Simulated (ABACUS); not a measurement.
Runs of ABACUS 3.10.1 on TiB2. It takes space group P6/mmm (No. 191, hexagonal). Conventional cell: a = 3.029 Å, b = 3.029 Å, c = 3.228 Å, α = 90.00°, β = 90.00°, γ = 120.00°. Ti (site symmetry 6/mmm) has 12 B at 2.38 Å as nearest neighbours. B (site symmetry -6m2) has 3 B at 1.75 Å as nearest neighbours. 

```csv
task,potentials or basis,cutoff (eV),SCF threshold on the density,eigensolver,gap on the mesh (eV),pressure (GPa),V0 of scaled cells (Å³/atom),B0 (GPa)
single point,"PseudoDojo NC SR 0.4.1 PBE standard, DZP LCAO (the cutoffs set its grid)",1361,1e-07,genelpa,none,1.1,-,-
single point,"PseudoDojo NC SR 0.4.1 PBE standard, TZDP LCAO (the cutoffs set its grid)",1361,1e-07,genelpa,none,(a),-,-
equation of state,"PseudoDojo NC SR 0.4.1 PBE standard, TZDP LCAO (the cutoffs set its grid)",1361,1e-07,genelpa,-,-,(b),254
single point,"PseudoDojo NC SR 0.4.1 PBE standard, plane waves",1143,1e-08,dav,none,0.2,-,-
equation of state,"PseudoDojo NC SR 0.4.1 PBE standard, plane waves",1143,1e-08,dav,-,-,8.56,255
equation of state,"PseudoDojo NC SR 0.4.1 PBE standard, DZP LCAO (the cutoffs set its grid)",1361,1e-07,genelpa,-,-,8.59,251
```

Alike in all rows: level PBE; no spin polarisation; cell as given; k mesh 10 × 10 × 8; smearing fermi-dirac 0.05 eV.

Problem. Fill in the values left out.

Solution. (a) 0.6; (b) 8.57.

Caveats: the atomic orbitals were generated for these runs and aren't a published set (some runs); the basis of atomic orbitals isn't converged, which shifts pressures, moduli and gaps (some runs); the cell was scaled at fixed shape and fractional positions, which overstates the stiffness of a crystal with free parameters, most of all of layers and chains (some runs); there are fewer bands than atomic start orbitals, so a level may be missed at k points of high symmetry (some runs).

A k mesh can miss the band edges.

A gap of «none» marks a metal or a gap under the smearing width.

Not every run made on this cell is shown here.
